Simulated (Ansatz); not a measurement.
## Mn (bcc): energy against volume

Computed with DFT, r2SCAN, plane waves (500 eV) with PAW, scalar-relativistic (Ansatz). (PAW data from PBE, frozen cores regenerated.)

The cell is scaled uniformly from the relaxed one, with fractional coordinates and shape fixed. Energies are extrapolated to zero smearing, pressures are those at the given smearing. Magnetic state: antiferromagnetic.

A Birch-Murnaghan fit gives V₀ = 14.94 Å³/atom, B₀ = 81 GPa, B₀′ = 3.8.

Problem. What are the energy above the minimum and the pressure at 13.140 Å³/atom?

Solution. 67.3 meV/atom and 13.17 GPa as computed.

Problem. What are the energy above the minimum and the pressure at 15.529 Å³/atom?

Solution. 5.6 meV/atom and -2.97 GPa as computed.

Problem. What are the energy above the minimum and the pressure at 16.126 Å³/atom?

Solution. 21.3 meV/atom and -5.40 GPa as computed.
